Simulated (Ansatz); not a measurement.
The system is BN.

```
N B
1.0
     0.00000    1.81300    1.81300
     1.81300    0.00000    1.81300
     1.81300    1.81300    0.00000
N B
1 1
Direct
  0.25000 0.25000 0.25000
  0.00000 0.00000 0.00000
```

The cell is a database's computed one.

```yaml
Program: Ansatz 0.2.0
Task: relaxation of cell and atoms
Functional: LDA
Potentials_or_basis: all-electron LAPW, scalar-relativistic
Basis_error_allowed: 0.001 eV/atom
k_mesh: 13 × 13 × 13
Occupations: fermi-dirac, width 0.05 eV
Spin: no spin polarisation
```

At the start: volume 5.96 Å³/atom.

**Question.** Where does the relaxation end?

**Answer.** Over 5 steps the energy falls by 9.9 meV/atom and the volume is 5.74 Å³/atom (-3.7 %); space group F-43m (No. 216, to 0.05 Å).

Step by step:
```tsv
step	energy change (eV)	largest force (eV/Å)	volume (Å³)
1	0.0000	0.0000	11.92
2	-0.0163	0.0000	11.66
3	-0.0199	0.0000	11.47
4	-0.0199	0.0000	11.48
5	-0.0199	0.0000	11.48
```

Final structure:
```
N B
1.0
     0.00000    1.79049    1.79049
     1.79049    0.00000    1.79049
     1.79049    1.79049    0.00000
N B
1 1
Direct
  0.25000 0.25000 0.25000
  0.00000 0.00000 0.00000
```
